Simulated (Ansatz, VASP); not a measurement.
Two plane-wave programs on SnH5

```
Sn H
1.0
     3.58595    0.00000    0.00000
    -1.79297    3.10552    0.00000
     0.00000    0.00000    4.03685
Sn H
1 5
Direct
  0.00000 0.00000 0.00000
  0.33333 0.66667 0.00000
  0.66667 0.33333 0.00000
  0.50000 0.00000 0.50000
  0.50000 0.50000 0.50000
  0.00000 0.50000 0.50000
```

Change from the starting cell: species swapped into the DyFe5 type (P6/mmm, No. 191).

Alike in both runs: functional PBE; k mesh 12 × 12 × 10; occupations gaussian, width 0.1 eV; no spin polarisation.

Ansatz relaxed the structure, and its values are those at the end. VASP's run is a single point on that final structure, the one shown.

|  | VASP | Ansatz |
| --- | --- | --- |
| version | VASP 6.6.1 | Ansatz 0.2.0 |
| potentials or method | VASP PAW PBE potentials, release 64 (Sn_d, H) | scalar-relativistic, plane waves, PAW |
| plane-wave cutoff (eV) | 520 | 420 |
| valence electrons in the cell | 19 | 19 |

VASP gave:

```
gap on the k mesh at the Fermi level (eV) : none
pressure (GPa)                            : -0.2
```

Task: What did Ansatz give for the same quantities?

Result: gap on the k mesh at the Fermi level (eV): none; pressure (GPa): 0.0.

A gap of «none» marks a metal or a gap that the smearing closes. The functional is the same, so the differences come from potentials, cutoffs and numerics.
